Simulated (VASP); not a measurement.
# BN (Qingsongite) (F-43m) in VASP: notebook, part 2 of 2

VASP 6.6.1. Earlier steps stand in the parts before.

## Step 3: Relaxation of cell and atoms, PBE

This run uses another cell than the first one, of 5.95 Å³/atom, 1.008 times its volume.

Input file INCAR:

```
PREC     = Accurate       # precision mode
ENCUT    = 600            # plane-wave cutoff, eV
EDIFF    = 1E-7           # SCF threshold, eV
ISMEAR   = 0              # smearing method
SIGMA    = 0.03           # smearing width, eV
LREAL    = F              # projectors in reciprocal space
LASPH    = T              # aspherical terms in the spheres
NELM     = 80             # most SCF steps
ALGO     = Normal         # electronic algorithm
ISIF     = 3              # what is computed and relaxed
LWAVE    = F              # write WAVECAR
LCHARG   = F              # write CHGCAR
GGA      = PE             # functional
IBRION   = 2              # ionic algorithm
NSW      = 90             # ionic steps
EDIFFG   = -0.005         # ionic threshold
```

Input file KPOINTS:

```
regular mesh
0
Gamma
  14 14 14
```

Input file POSCAR:

```
BN                                      
1.0
   -0.0000000000      1.8122822379      1.8122822379
    1.8122822379      0.0000000000      1.8122822379
    1.8122822379      1.8122822379     -0.0000000000
  B               N             
     1     1
Direct
     0.0000000000000000    0.0000000000000000    0.0000000000000000
     0.2500000000000000    0.2500000000000000    0.2500000000000000
```

Potentials or basis: VASP PAW PBE potentials, release 64 (B, N).

Command:

```sh
$ cat potpaw_PBE.64/B/POTCAR potpaw_PBE.64/N/POTCAR > POTCAR
$ mpirun -np 1 vasp_std > vasp.out
```

Run time: 7.6 s. Hardware: 1 thread of Intel Xeon Platinum 8488C (Sapphire Rapids), shared host; peak memory 0.12 GiB.

Results (log left out):

- Free energy: -17.4546 eV
- Pressure after relaxing: 0.0 GPa
- Band gap on the k mesh: 4.45 eV, indirect (least direct gap 8.78 eV)

Final structure:
```xyz
2
Lattice="0.0000 1.8123 1.8123 1.8123 0.0000 1.8123 1.8123 1.8123 0.0000" Properties=species:S:1:pos:R:3 pbc="T T T"
B     0.0000    0.0000    0.0000
N     0.9061    0.9061    0.9061
```

Levels at points of the mesh, in eV from the valence-band top:
| k point | band 2 | band 3 | band 4 | band 5 | band 6 | band 7 |
| --- | --- | --- | --- | --- | --- | --- |
| (0.00, 0.00, 0.00) | 0.00 | 0.00 | 0.00 | 8.78 | 8.78 | 8.78 |
| (0.50, 0.00, 0.00) | -10.62 | -1.93 | -1.93 | 10.04 | 10.66 | 10.66 |
| (0.50, 0.50, 0.00) | -8.86 | -4.87 | -4.87 | 4.45 | 9.19 | 17.80 |

Caveat: the relaxation stopped at its first step, so nothing moved.

## Step 4: Relaxation of cell and atoms, LDA

Input file INCAR:

```
PREC = Accurate
ENCUT = 600
EDIFF = 1E-6
ISMEAR = 0
SIGMA = 0.03
LREAL = False
LASPH = True
NELM = 80
ALGO = Normal
ISIF = 3
LWAVE = False
LCHARG = False
GGA = CA
IBRION = 2
NSW = 90
EDIFFG = -0.01
```

Input file KPOINTS:

```
Automatic mesh
0
Gamma
  14 14 14
```

Input file POSCAR:

```
BN
1.0
    0.0000000000      1.8075000000      1.8075000000
    1.8075000000      0.0000000000      1.8075000000
    1.8075000000      1.8075000000      0.0000000000
B N
1 1
Direct
    0.0000000000      0.0000000000      0.0000000000
    0.2500000000      0.2500000000      0.2500000000
```

Potentials or basis: VASP PAW LDA potentials, release 64 (B, N).

Command:

```sh
$ cat potpaw_LDA.64/B/POTCAR potpaw_LDA.64/N/POTCAR > POTCAR
$ mpirun -np 1 vasp_std > vasp.out
```

Run time: 15 s. Hardware: 1 thread of Intel Xeon Platinum 8488C (Sapphire Rapids), shared host; peak memory 0.12 GiB.

It converged, with:

- Free energy: -19.4173 eV
- Relaxed volume: 5.75 Å³/atom
- Relaxed cell: a = 2.533 Å, b = 2.533 Å, c = 2.533 Å, α = 60.00°, β = 60.00°, γ = 60.00°
- Space group after relaxing (to 0.05 Å): F-43m (No. 216)
- Energy gained by relaxing: 5.2 meV/atom
- Ionic steps: 3
- Pressure after relaxing: -0.1 GPa
- Band gap on the k mesh: 4.38 eV, indirect (least direct gap 8.81 eV)

The path:
```
step  energy change (eV)  largest force (eV/Å)  pressure (GPa)  volume (Å³)
   1              0.0000                0.0000          -10.29        11.81
   2              0.0014                0.0000           12.01        11.17
   3             -0.0104                0.0000           -0.06        11.50
```

Final structure:
```xyz
2
Lattice="0.0000 1.7914 1.7914 1.7914 0.0000 1.7914 1.7914 1.7914 0.0000" Properties=species:S:1:pos:R:3 pbc="T T T"
B     0.0000    0.0000    0.0000
N     0.8957    0.8957    0.8957
```

Levels at points of the mesh, in eV from the valence-band top:
```
           k point  band 2  band 3  band 4  band 5  band 6  band 7
(0.00, 0.00, 0.00)    0.00    0.00    0.00    8.81    8.81    8.81
(0.50, 0.00, 0.00)  -10.96   -2.00   -2.00   10.56   10.71   10.71
(0.50, 0.50, 0.00)   -9.06   -5.06   -5.06    4.38    9.30   18.11
```

## Step 5: Relaxation of cell and atoms, LDA

This run uses another cell than the first one, of 5.75 Å³/atom, 0.973 times its volume.

Changes to INCAR since step 4:

```diff
@@ -2,3 +2,3 @@
 ENCUT = 600
-EDIFF = 1E-6
+EDIFF = 1E-7
 ISMEAR = 0
@@ -15,2 +15,2 @@
 NSW = 90
-EDIFFG = -0.01
+EDIFFG = -0.005
```

KPOINTS is that of step 4.

Input file POSCAR:

```
BN                                      
1.0
    0.0000000000      1.7913651712      1.7913651712
    1.7913651712     -0.0000000000      1.7913651712
    1.7913651712      1.7913651712      0.0000000000
  B               N             
     1     1
Direct
     0.0000000000000000    0.0000000000000000    0.0000000000000000
     0.2500000000000000    0.2500000000000000    0.2500000000000000
```

Command:

```sh
$ cat potpaw_LDA.64/B/POTCAR potpaw_LDA.64/N/POTCAR > POTCAR
$ mpirun -np 1 vasp_std > vasp.out
```

It took 7.8 s on 1 thread of Intel Xeon Platinum 8488C (Sapphire Rapids), shared host; peak memory 0.12 GiB.

Results (log left out):

```yaml
Free_energy: -19.4164 eV
Pressure_after_relaxing: 0.0 GPa
Band_gap_on_the_k_mesh: 4.38 eV, indirect (least direct gap 8.81 eV)
```

Final structure:
```cif
data_structure
_symmetry_space_group_name_H-M 'P 1'
_symmetry_Int_Tables_number 1
_cell_length_a 2.5334
_cell_length_b 2.5334
_cell_length_c 2.5334
_cell_angle_alpha 60.000
_cell_angle_beta 60.000
_cell_angle_gamma 60.000
_cell_volume 11.50
loop_
_atom_site_label
_atom_site_type_symbol
_atom_site_fract_x
_atom_site_fract_y
_atom_site_fract_z
_atom_site_occupancy
B1 B 0.00000 0.00000 0.00000 1
N1 N 0.25000 0.25000 0.25000 1
```

Levels at points of the mesh, in eV from the valence-band top:
```
           k point  band 2  band 3  band 4  band 5  band 6  band 7
(0.00, 0.00, 0.00)    0.00    0.00    0.00    8.81    8.81    8.81
(0.50, 0.00, 0.00)  -10.96   -2.00   -2.00   10.56   10.71   10.71
(0.50, 0.50, 0.00)   -9.06   -5.06   -5.06    4.38    9.30   18.11
```

Caveat: the relaxation stopped at its first step, so nothing moved. A k mesh can miss the band edges.

## Step 6: Single point, PBEsol

Input file INCAR:

```
PREC = Accurate
ENCUT = 520
EDIFF = 1E-6
ISMEAR = 0
SIGMA = 0.03
LREAL = False
LASPH = True
NELM = 80
ALGO = Fast
ISIF = 2
LWAVE = False
LCHARG = False
GGA = PS
NBANDS = 11
KPAR = 4
```

Input file KPOINTS:

```
regular mesh
0
Gamma
  8 8 8
```

Input file POSCAR:

```
BN
1.0
    0.0000000000      1.8075000000      1.8075000000
    1.8075000000      0.0000000000      1.8075000000
    1.8075000000      1.8075000000      0.0000000000
B N
1 1
Direct
    0.0000000000      0.0000000000      0.0000000000
    0.2500000000      0.2500000000      0.2500000000
```

Potentials or basis: VASP PAW PBE potentials, release 64 (B, N).

Command:

```sh
$ cat potpaw_PBE.64/B/POTCAR potpaw_PBE.64/N/POTCAR > POTCAR
$ mpirun -np 4 vasp_std > vasp.out
```

OUTCAR:

```text
PREC = Accurate
   ENCUT = 520
   EDIFF = 1E-6
   ISMEAR = 0
   LREAL = False
   LASPH = True
   NELM = 80
   ISIF = 2
   GGA = PS

 ion  position               nearest neighbor table
   1  0.000  0.000  0.000-   2 1.57   2 1.57   2 1.57   2 1.57
   2  0.250  0.250  0.250-   1 1.57   1 1.57   1 1.57   1 1.57

  LATTYP: Found a face centered cubic cell.
 ALAT       =     3.6150000000

  Lattice vectors:

 A1 = (   0.0000000000,   1.8075000000,   1.8075000000)
[... 523 lines left out ...]

------------------------ aborting loop because EDIFF is reached ----------------------------------------

  FORCE on cell =-STRESS in cart. coord.  units (eV):
  Direction    XX          YY          ZZ          XY          YZ          ZX
  --------------------------------------------------------------------------------------
  -------------------------------------------------------------------------------------
  Total       -0.1729243     -0.1729243     -0.1729243     -0.0000000      0.0000000      0.0000000
  in kB      -23.4585814    -23.4585814    -23.4585814     -0.0000000      0.0000000      0.0000000
  external PRESSURE =     -23.4585814 kB  Pullay stress =       0.0000000 kB

 VOLUME and BASIS-vectors are now :
 -----------------------------------------------------------------------------
  energy-cutoff  :      520.00
  volume of cell :       11.81
      direct lattice vectors                 reciprocal lattice vectors
     0.000000000  1.807500000  1.807500000    -0.276625173  0.276625173  0.276625173
     1.807500000  0.000000000  1.807500000     0.276625173 -0.276625173  0.276625173
     1.807500000  1.807500000  0.000000000     0.276625173  0.276625173 -0.276625173

 POSITION                                       TOTAL-FORCE (eV/Angst)
 -----------------------------------------------------------------------------------
      0.00000      0.00000      0.00000        -0.000000     -0.000000     -0.000000
      0.90375      0.90375      0.90375         0.000000      0.000000      0.000000
 -----------------------------------------------------------------------------------
    total drift:                                0.000000      0.000000      0.000000

  FREE ENERGIE OF THE ION-ELECTRON SYSTEM (eV)
  ---------------------------------------------------
  free  energy   TOTEN  =       -18.3462407937 eV

  energy  without entropy=      -18.3462407937  energy(sigma->0) =      -18.34624079
```

Run time: 2.6 s. Hardware: 4 MPI ranks of Intel Xeon Platinum 8259CL at 2.50GHz (Skylake/Cascade Lake), shared host; peak memory 0.11 GiB.

What came out:

| Quantity | Value |
| --- | --- |
| Free energy | -18.3462 eV |
| Pressure | -2.3 GPa |
| Band gap on the k mesh | 4.28 eV, indirect (least direct gap 8.76 eV) |

Levels at points of the mesh, in eV from the valence-band top:
| k point | band 1 | band 2 | band 3 | band 4 | band 5 | band 6 | band 7 | band 8 | band 9 |
| --- | --- | --- | --- | --- | --- | --- | --- | --- | --- |
| (0.00, 0.00, 0.00) | -20.25 | 0.00 | 0.00 | 0.00 | 8.76 | 8.76 | 8.76 | 10.27 | 24.51 |
| (0.50, 0.00, 0.00) | -15.98 | -10.78 | -1.95 | -1.95 | 10.09 | 10.62 | 10.62 | 15.08 | 23.18 |
| (0.50, 0.50, 0.00) | -14.61 | -8.96 | -4.94 | -4.94 | 4.28 | 9.09 | 17.88 | 17.88 | 20.62 |

Caveat: the PAW data sets were made with another functional, which shifts forces and pressure a little.

## Step 7: The runs side by side

```csv
task,level,potentials or basis,cell,k mesh,cutoff (eV),gap on the mesh (eV),pressure (GPa)
relaxation of cell and atoms,PBE,"VASP PAW PBE potentials, release 64 (B, N)",relaxed,14 × 14 × 14,600,4.45,0.0
relaxation of cell and atoms,LDA,"VASP PAW LDA potentials, release 64 (B, N)",relaxed,14 × 14 × 14,600,4.38,0.0
single point,PBEsol,"VASP PAW PBE potentials, release 64 (B, N)","F-43m, 5.91 Å³/atom",8 × 8 × 8,520,4.28,-2.3
```

Alike in all rows: no spin polarisation; smearing gaussian 0.03 eV.

Caveats: the relaxation stopped at its first step, so nothing moved (some runs); the PAW data sets were made with another functional, which shifts forces and pressure a little (some runs).

Total energies depend on the potentials used, so only differences within one code and one set of settings carry meaning.

## Step 8: Comparison with measurements

Step 6. A measured gap of BN is 6.4 eV (indirect; 300 K; a printed reference work, monograph); the calculated 4.28 eV misses it by -2.12 eV. The value is that of PBEsol on a finite k mesh, which can miss the band edges, without temperature or zero-point motion. Semilocal functionals fall short of measured gaps as a rule.
